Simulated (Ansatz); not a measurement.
Set up this calculation in Ansatz 0.2.0, as the native input.

```yaml
Task: band structure
Functional: PBE
Potentials_or_basis: Ansatz PAW
Cutoff: "420 eV (not typed: the program's choice for these potentials)"
k_mesh: 7 × 7 × 7
Occupations: fermi-dirac, width 0.05 eV
Spin: no spin polarisation
Path: "[[\"G\", \"X\", \"W\", \"K\", \"G\", \"L\", \"U\", \"W\", \"L\", \"K\"], [\"U\", \"X\"]]"
Points_for_each_segment_of_the_path: 14
```

Crystal: Mg.

```
Mg
1.0
     0.00000    3.48350    3.48350
     3.48350    0.00000    3.48350
     3.48350    3.48350    0.00000
Mg
3
Direct
  0.00000 0.00000 0.00000
  0.25000 0.25000 0.25000
  0.75000 0.75000 0.75000
```

The cell was built by a generator and needn't be a form met in nature.

These files were run (other wordings do the same):

input.yaml

```yaml
crystal:
  lattice:
    - [0.0, 3.4835, 3.4835]
    - [3.4835, 0.0, 3.4835]
    - [3.4835, 3.4835, 0.0]
  atoms:
    - { symbol: Mg, position: [0.0, 0.0, 0.0] }
    - { symbol: Mg, position: [0.25, 0.25, 0.25] }
    - { symbol: Mg, position: [0.75, 0.75, 0.75] }
hamiltonian:
  xc: pbe
  pseudopotentials: { kind: paw }
kpoints:
  mp_grid: { grid: [7, 7, 7] }
  band_path:
    path:
      - [[0.0, 0.0, 0.0], [0.5, 0.0, 0.5], [0.5, 0.25, 0.75], [0.375, 0.375, 0.75], [0.0, 0.0, 0.0], [0.5, 0.5, 0.5], [0.625, 0.25, 0.625], [0.5, 0.25, 0.75], [0.5, 0.5, 0.5], [0.375, 0.375, 0.75]]
      - [[0.625, 0.25, 0.625], [0.5, 0.0, 0.5]]
    npoints: 14
scf:
  occupations: { method: fermi_dirac, width: 0.05 }
  n_extra_bands: 7
output:
  forces: true
  stress: true
  eigenvalues: true
  fatbands: false
  write_density: true
  write_potential: true
  elf: true
  volumetric_format: npy
```

Potentials or basis: Ansatz PAW.

Command:

```console
$ ansatz run input.yaml --threads 2 --pin off --max-ram 5632MiB --backend cpu --events-out ev --progress --plain --runs-dir out
```

Results of the run:

The pressure is 0.0 GPa and the band gap on the k mesh is none (metal or under the smearing width).

Wall time 3 s on 2 threads of Arm Neoverse V2 (shared host), peak memory 0.39 GiB.
